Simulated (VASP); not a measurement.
In:

```xyz
1
Lattice="-1.6255 1.6255 2.4737 1.6255 -1.6255 2.4737 1.6255 1.6255 -2.4737" Properties=species:S:1:pos:R:3 pbc="T T T"
In    0.0000    0.0000    0.0000
```

| Quantity | Value |
| --- | --- |
| Program | VASP 6.6.1 |
| Task | relaxation of cell and atoms |
| Functional | RPBE |
| Potentials or basis | VASP PAW PBE potentials, release 64 (In_d) |
| Cutoff | 600 eV |
| k mesh | 16 × 16 × 16 |
| Occupations | methfessel-paxton, width 0.1 eV |
| Spin | no spin polarisation |

At the start: pressure 3.6 GPa; volume 26.14 Å³/atom.

Problem. Where does the relaxation end?

Solution. Over 8 steps the energy falls by 27.5 meV/atom and the volume is 28.75 Å³/atom (+10.0 %); space group I4/mmm (No. 139, to 0.05 Å).

The path:
| step | energy change (eV) | largest force (eV/Å) | pressure (GPa) | volume (Å³) |
| --- | --- | --- | --- | --- |
| 1 | 0.0000 | 0.0000 | 3.63 | 26.14 |
| 2 | -0.0265 | 0.0000 | 0.30 | 28.45 |
| 3 | -0.0267 | 0.0000 | -0.01 | 28.73 |
| 4 | -0.0267 | 0.0000 | 0.11 | 28.67 |
| 5 | -0.0268 | 0.0000 | 0.02 | 28.68 |
| 6 | -0.0268 | 0.0000 | 0.05 | 28.69 |
| 7 | -0.0271 | 0.0000 | 0.05 | 28.71 |
| 8 | -0.0275 | 0.0000 | -0.01 | 28.75 |

Final structure:
```
In
1.0
    -1.66500    1.66500    2.59232
     1.66500   -1.66500    2.59232
     1.66500    1.66500   -2.59232
In
1
Cartesian
  -1.6650 1.6650 2.5923
```

Caveat: the PAW data sets were made with another functional, which shifts forces and pressure a little.
